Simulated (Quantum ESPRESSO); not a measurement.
TaS2:

```
CELL_PARAMETERS angstrom
3.35000 0.00000 0.00000
-1.67500 2.90119 0.00000
0.00000 0.00000 5.86000
ATOMIC_POSITIONS crystal
Ta 0.00000 0.00000 0.00000
S 0.33333 0.66667 0.25000
S 0.66667 0.33333 0.75000
```

Base run:

```yaml
Program: Quantum ESPRESSO 7.5
Functional: revPBE
Potentials_or_basis: PseudoDojo 0.4.1 SR LDA stringent
Cutoff: 1796 eV
Density_cutoff: 7184 eV
k_mesh: 7 × 7 × 3
Occupations: gaussian, width 0.05 eV
Spin: collinear spin, ferromagnetic start
Starting_moments: "[1.0, 0.0, 0.0] μB"
Hubbard_terms: Ta d U = 6 eV
```

Its results: band gap on the k mesh 0.83 eV, indirect (least direct gap 0.97 eV); pressure 20.4 GPa; net moment 1.00 μB per cell; site moments Ta +0.59; S -0.03 μB; largest force 1.333 eV/Å.

Question: After a change of settings the same cell gave: band gap on the k mesh 0.47 eV, direct; pressure 10.1 GPa; net moment 1.00 μB per cell; site moments Ta +0.57; S -0.02 μB; largest force 0.898 eV/Å. Which change was it?
A. functional from revPBE to RPBE
B. functional from revPBE to PBEsol
C. functional from revPBE to LDA

Answer: C.

LDA binds more tightly than revPBE, so the same cell stands under less pressure.

Caveats: spin-orbit coupling is left out, which moves the levels of the heavy elements; an odd mesh through Γ misses points on the zone boundary, where band edges often lie; the potentials were made for another functional, which shifts forces and pressure (some runs); this functional lacks dispersion, which binds the layers, so the pressure and a relaxed spacing across them are unreliable (some runs).

Runs at the PBE level aren't shown here.
